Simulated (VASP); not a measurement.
**Zn: density of states with PBE+D3**

The system is Zn.

```
Zn
1.0
     2.55862    0.00000    0.00000
    -1.27931    2.21583    0.00000
     0.00000    0.00000    4.75884
Zn
2
Direct
  0.66667 0.33333 0.75000
  0.33333 0.66667 0.25000
```

The cell isn't the ideal one: volume scaled by 0.88.

```yaml
Program: VASP 6.6.1
Task: density of states
Functional: PBE
Dispersion: D3
Potentials_or_basis: VASP PAW PBE potentials, release 64 (Zn)
Cutoff: 520 eV
k_mesh: 11 × 11 × 6
Occupations: tetrahedron
Spin: no spin polarisation
Further_INCAR_settings: ALGO = Fast; EDIFF = 1.00e-07
```

* Pressure: 6.6 GPa
* Band gap on the k mesh: none (metal or under the smearing width)
* Valence electrons inside the program's atomic spheres: Zn 10.88
* Dispersion energy per atom: -0.396 eV

Stress tensor (GPa, compression positive):
```
8.85 0.00 0.00
0.00 8.85 0.00
0.00 0.00 2.02
```

Levels at points of the mesh, in eV from the Fermi level:
| k point | band 8 | band 9 | band 10 | band 11 | band 12 | band 13 | band 14 | band 15 | band 16 |
| --- | --- | --- | --- | --- | --- | --- | --- | --- | --- |
| (0.00, 0.00, 0.00) | -7.34 | -7.34 | -7.08 | -7.08 | -4.07 | -2.74 | 14.88 | 18.71 | 19.34 |
| (0.00, 0.00, 0.50) | -7.80 | -7.19 | -7.19 | -7.19 | -7.19 | 5.17 | 5.17 | 20.79 | 20.82 |

States per cell in windows of 1 eV (zero at the Fermi level; states under -8 eV left out):
| from (eV) | total | Zn1_d | Zn2_d | Zn1_p | Zn2_p | Zn1_s | Zn2_s |
| --- | --- | --- | --- | --- | --- | --- | --- |
| -8.0 | 14.36 | 6.88 | 6.88 | 0.06 | 0.06 | 0.04 | 0.04 |
| -7.0 | 1.34 | 0.58 | 0.58 | 0.02 | 0.02 | 0.04 | 0.04 |
| -6.0 | 0.46 | 0.08 | 0.08 | 0.03 | 0.03 | 0.05 | 0.05 |
| -5.0 | 0.43 | 0.05 | 0.05 | 0.05 | 0.05 | 0.05 | 0.05 |
| -4.0 | 0.54 | 0.05 | 0.05 | 0.07 | 0.07 | 0.05 | 0.05 |
| -3.0 | 0.51 | 0.04 | 0.04 | 0.07 | 0.07 | 0.05 | 0.05 |
| -2.0 | 0.60 | 0.04 | 0.04 | 0.10 | 0.10 | 0.06 | 0.06 |
| -1.0 | 0.50 | 0.03 | 0.03 | 0.08 | 0.08 | 0.04 | 0.04 |
| 0.0 | 0.29 | 0.02 | 0.02 | 0.05 | 0.05 | 0.02 | 0.02 |
| 1.0 | 0.45 | 0.04 | 0.04 | 0.05 | 0.05 | 0.06 | 0.06 |
| 2.0 | 0.86 | 0.07 | 0.07 | 0.12 | 0.12 | 0.09 | 0.09 |
| 3.0 | 0.82 | 0.06 | 0.06 | 0.12 | 0.12 | 0.08 | 0.08 |
| 4.0 | 0.58 | 0.04 | 0.04 | 0.09 | 0.09 | 0.05 | 0.05 |
| 5.0 | 0.59 | 0.04 | 0.04 | 0.10 | 0.10 | 0.05 | 0.05 |
| 6.0 | 0.71 | 0.05 | 0.05 | 0.11 | 0.11 | 0.06 | 0.06 |
| 7.0 | 0.76 | 0.06 | 0.06 | 0.12 | 0.12 | 0.06 | 0.06 |

It took 28 s on 1 thread of Intel(R) Xeon(R) Platinum 8488C (Sapphire Rapids), with other jobs on the host, peak memory 0.16 GiB.

Caveat: pairwise dispersion overbinds metals, which lowers pressure and volume; tetrahedron occupations give inexact forces and stress in metals.
